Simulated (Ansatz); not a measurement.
# HfO2: the cost of one run

Method: DFT PBEsol, scalar-relativistic, plane waves, PAW, in Ansatz 0.2.0.

2 further runs of the same task are left out: 2 set aside as unsound or not needed.

### 1 The starting structure

The structure is cubic, space group Fm-3m (No. 225). The conventional cell has a = 5.044 Å, b = 5.044 Å, c = 5.044 Å, α = 90.00°, β = 90.00°, γ = 90.00°. Around Hf (site symmetry m-3m) lie 8 O at 2.18 Å. O (site symmetry -43m) is surrounded by 4 Hf at 2.18 Å.

Structure file:

```cif
data_structure
_symmetry_space_group_name_H-M 'Fm-3m'
_symmetry_Int_Tables_number 225
_cell_length_a 5.0439
_cell_length_b 5.0439
_cell_length_c 5.0439
_cell_angle_alpha 90.000
_cell_angle_beta 90.000
_cell_angle_gamma 90.000
_cell_volume 128.32
loop_
_atom_site_label
_atom_site_type_symbol
_atom_site_symmetry_multiplicity
_atom_site_Wyckoff_symbol
_atom_site_fract_x
_atom_site_fract_y
_atom_site_fract_z
_atom_site_occupancy
Hf1 Hf 4 a 0.00000 0.00000 0.00000 1
O1 O 8 c 0.25000 0.75000 0.75000 1
```

It is the result of an earlier relaxation at this level (volume 10.69 Å³/atom; gap on the mesh: 3.69 eV).

### 2 Cutting the slab

Planes are indexed in the bulk's conventional cell (Fm-3m (No. 225)), a = 5.044 Å, b = 5.044 Å, c = 5.044 Å, α = 90.00°, β = 90.00°, γ = 90.00°.

A (100) slab, 6.3 Å thick as cut, with 17 Å of vacuum; its outer planes are Hf (top) and O (bottom).

The slab as cut. Its planes from the bottom up:

```
plane  atoms per cell  height over the lowest (Å)
    1              O2                        0.00
    2              Hf                        1.26
    3              O2                        2.52
    4              Hf                        3.78
    5              O2                        5.04
    6              Hf                        6.30
```

### 3 Relaxing the clean slab

The input, input.yaml:

```yaml
crystal:
  lattice:
    - [3.5665804225, 0.0, 0.0]
    - [0.0, 3.5665804225, 0.0]
    - [0.0, 0.0, 23.3048830059]
  atoms:
    - { symbol: O, position: [0.5, 0.0, 0.36473043] }
    - { symbol: O, position: [0.0, 0.5, 0.36473043] }
    - { symbol: Hf, position: [0.5, 0.5, 0.418838258] }
    - { symbol: O, position: [0.0, 0.5, 0.472946086] }
    - { symbol: O, position: [0.5, 0.0, 0.472946086] }
    - { symbol: Hf, position: [0.0, 0.0, 0.527053914] }
    - { symbol: O, position: [0.5, 0.0, 0.581161742] }
    - { symbol: O, position: [0.0, 0.5, 0.581161742] }
    - { symbol: Hf, position: [0.5, 0.5, 0.63526957] }
basis:
  ecutwfc: 420
kpoints:
  mp_grid: { grid: [8, 8, 1] }
hamiltonian:
  xc: pbesol
scf:
  occupations: { method: gaussian, width: 0.05 }
output:
  forces: true
  eigenvalues: true
  write_density: true
  write_potential: true
  elf: true
  volumetric_format: npy
relax:
  adjacent_minimum: "off"
  f_tol: 0.03
  max_steps: 70
  constraints: [{ sites: [0, 1, 2, 3, 4] }]
efield:
  axis: 3
  dipole_correction: true
  ramp_width: 0.04
```

Launch:

```
$ ansatz run input.yaml --threads 2 --pin off --max-ram 5120MiB --backend cpu --events-out ev --progress --plain --runs-dir out
```

Q: Estimate wall time and peak memory on 2 threads of Intel Xeon Platinum 8259CL at 2.50GHz (Skylake/Cascade Lake), shared host.

About 96 s, with a peak of 0.72 GiB.
